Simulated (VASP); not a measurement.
Here is a VASP 6.6.1 calculation.

INCAR

```
SYSTEM = Cd
PREC = Accurate
ENCUT = 600
EDIFF = 1E-7
ISMEAR = -1
SIGMA = 0.05
LREAL = .False.
LASPH = .True.
NELM = 100
ALGO = Normal
ISIF = 3
LWAVE = .False.
LCHARG = .False.
GGA = BO
LUSE_VDW = .True.
AGGAC = 0.0
PARAM1 = 0.1833333333
PARAM2 = 0.22
IBRION = 2
NSW = 40
EDIFFG = -0.01
```

File KPOINTS:

```
Automatic mesh
0
Gamma
  10 10 10
  0 0 0
```

Contents of POSCAR:

```
Cd
1.0
   -1.7843220000      1.7843220000      1.7843220000
    1.7843220000     -1.7843220000      1.7843220000
    1.7843220000      1.7843220000     -1.7843220000
Cd
1
Direct
    0.0000000000      0.0000000000      0.0000000000
```

Potentials or basis: VASP PAW PBE potentials, release 64 (Cd).

Command:

```bash
$ cat potpaw_PBE.64/Cd/POTCAR > POTCAR
$ mpirun -np 1 vasp_std > vasp.out
```

(1) What does it give for the band gap on the k mesh?

(2) Predict the relaxed volume.

(3) Estimate the relaxed cell.

Answers

(1) none (metal or under the smearing width).

(2) 23.37 Å³/atom.

(3) a = 3.120 Å, b = 3.120 Å, c = 3.120 Å, α = 109.47°, β = 109.47°, γ = 109.47°.

Caveat: the PAW data sets were made with another functional, which shifts forces and pressure a little.
